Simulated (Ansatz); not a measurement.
# Ionic part of the dielectric constant of BN at 9 GPa, mode by mode

Computed with DFT LDA, scalar-relativistic, plane waves, PAW (Ansatz). Cutoff 420 eV, 12×12×12 k-points (Γ-centred), fixed occupations. No spin polarisation. Phonons by linear response, acoustic sum rule imposed.

It takes space group R3m (No. 160, trigonal). Conventional cell: a = 2.473 Å, b = 2.473 Å, c = 8.451 Å, α = 90.00°, β = 90.00°, γ = 120.00°. B (site symmetry 3m) has 3 N at 1.43 Å as nearest neighbours. N (site symmetry 3m) has 3 B at 1.43 Å as nearest neighbours.

The crystal is built of layers and no dispersion correction was added, so the binding between them is poorly described, and with it their spacing and whatever depends on it.

The primitive cell has V = 14.92 Å³ and ε∞,zz = 3.615. Each polar mode adds Δε = (4.92064×10⁷/V)·S/ν² along z, with S its oscillator strength in e²/amu, ν in cm⁻¹ and V in Å³.

Task: From these modes, find each Δε and ε0,zz.
| ν (cm⁻¹) | S_zz (e²/amu) |
| --- | --- |
| 704.2 | 0.1921 |
| 1422.2 | 0.01421 |

Result:
```csv
ν (cm⁻¹),Δε
704.2,1.28
1422.2,0.02
```

The sum is 1.301, so ε0,zz = 4.92; the run's tensor has 4.92.

Task: Where do the longitudinal modes lie for a wave vector along z?

Result: At 818, 1427 cm⁻¹. The Lyddane–Sachs–Teller product Π(ν_LO/ν_TO)² = 1.36 matches ε0/ε∞ = 1.36.

This form isn't the usual stable structure of the compound at low pressure.

Cost: 1 run of about 2.5 core-minutes, on AMD EPYC (Zen 3) (shared hosts).